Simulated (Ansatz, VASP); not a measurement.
## One calculation of Ge, two programs

INCAR

```
SYSTEM = Ge
  PREC = Accurate
  ENCUT = 520
  EDIFF = 1E-6
  ISMEAR = 0
  SIGMA = 0.1
  LREAL = .FALSE.
  LASPH = .TRUE.
  NELM = 100
  ALGO = Normal
  ISIF = 2
  LWAVE = .FALSE.
  LCHARG = .TRUE.
  GGA = PE
  LELF = .TRUE.
  LVHAR = .TRUE.
  NBANDS = 21
```

KPOINTS

```
regular mesh
0
G
  6 6 6
  0 0 0
```

The input POSCAR:

```
Ge
1.0
    2.0001293916      1.1547752426      3.4820437487
   -2.0001293916      1.1547752426      3.4820437487
    0.0000000000     -2.3095504852      3.4820437487
Ge
2
Direct
    0.2336400000      0.2336400000      0.2336400000
    0.7663600000      0.7663600000      0.7663600000
```

Input for Ansatz:

```yaml
crystal:
  lattice:
    - [2.0001293916, 1.1547752426, 3.4820437487]
    - [-2.0001293916, 1.1547752426, 3.4820437487]
    - [0.0, -2.3095504852, 3.4820437487]
  atoms:
    - { symbol: Ge, position: [0.23364, 0.23364, 0.23364] }
    - { symbol: Ge, position: [0.76636, 0.76636, 0.76636] }
basis:
  ecutwfc: 420
kpoints:
  mp_grid: { grid: [6, 6, 6] }
hamiltonian:
  xc: pbe
scf:
  occupations: { method: gaussian, width: 0.1 }
  lower_state_search: "off"
output:
  forces: true
  stress: true
  eigenvalues: true
```

Alike in both runs: task single point; functional PBE; k mesh 6 × 6 × 6; occupations gaussian, width 0.1 eV; no spin polarisation.

|  | VASP | Ansatz |
| --- | --- | --- |
| version | VASP 6.6.1 | Ansatz 0.2.0 |
| potentials or method | VASP PAW PBE potentials, release 64 (Ge_d) | scalar-relativistic, plane waves, PAW |
| plane-wave cutoff (eV) | 520 | 420 |
| valence electrons in the cell | 28 | 28 |

|  | VASP | Ansatz | Ansatz less VASP |
| --- | --- | --- | --- |
| gap on the k mesh at the Fermi level (eV) | none | none | - |
| pressure (GPa) | -6.9 | -6.8 | +0.10 |
| largest component of the traceless stress (GPa) | 0.35 | 0.35 | -0.001 |
| rms of the force components (eV/Å) | 0.109 | 0.108 | -0.0015 |

Atom by atom the forces differ by 0.001 eV/Å (rms over components). A gap of «none» marks a metal or a gap that the smearing closes.
